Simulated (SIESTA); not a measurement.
GaSb under changes of volume

One of the cells (28.625 Å³/atom); the others are scaled copies at fixed shape and fractional positions:

```
Sb Ga
1.0
     0.00000    3.05900    3.05900
     3.05900    0.00000    3.05900
     3.05900    3.05900    0.00000
Sb Ga
1 1
Direct
  0.75000 0.75000 0.75000
  0.00000 0.00000 0.00000
```

* Program: SIESTA 5.4.2
* Functional: PBE
* Potentials or basis: Ansatz (PBE files)
* Basis: DZP (energy shift 0.002 Ry; radii capped at 9.5 bohr)
* Grid cutoff: 800 Ry
* Energy shift: 0.002 Ry
* k mesh: 8 × 8 × 8
* Occupations: fermi-dirac, width 0.05 eV
* Spin: no spin polarisation

| volume (Å³/atom) | energy over the lowest point (meV/atom) | pressure (GPa) | gap on the mesh (eV) |
| --- | --- | --- | --- |
| 26.907 | ? | ? | ? |
| 27.480 | 52.21 | 6.1 | 0.37 |
| 28.052 | 33.35 | 4.5 | 0.21 |
| 28.625 | 19.53 | 3.5 | none |
| 29.197 | 9.52 | 2.3 | none |
| 29.770 | 2.96 | 1.3 | none |
| 30.342 | 0.00 | 0.4 | none |

Q: What does the run at 26.907 Å³/atom give?

A: Energy over the lowest point 76.35 meV/atom; pressure 7.5 GPa; gap on the mesh 0.53 eV.

Worked out: A Birch-Murnaghan fit of order 3 (a polynomial in V^(-2/3)) to the other rows has its minimum at 30.69 Å³/atom, just outside them, with B0 = V·E''(V) = 39 GPa and B' = 5.6. It gives 76.11 meV/atom at 26.907 Å³/atom, against the run's 76.35, and -dE/dV = 7.5 GPa, against 7.5.

Energies are extrapolated to zero smearing.

Caveats: semicore shells carry a single zeta, which can move pressures by several GPa and volumes by a few percent; the basis of atomic orbitals isn't converged, which shifts pressures, moduli and gaps; spin-orbit coupling is left out, which moves the levels of the heavy elements (some runs).

A mesh can miss the band edges.

A gap of «none» marks a metal or a gap under the smearing width.
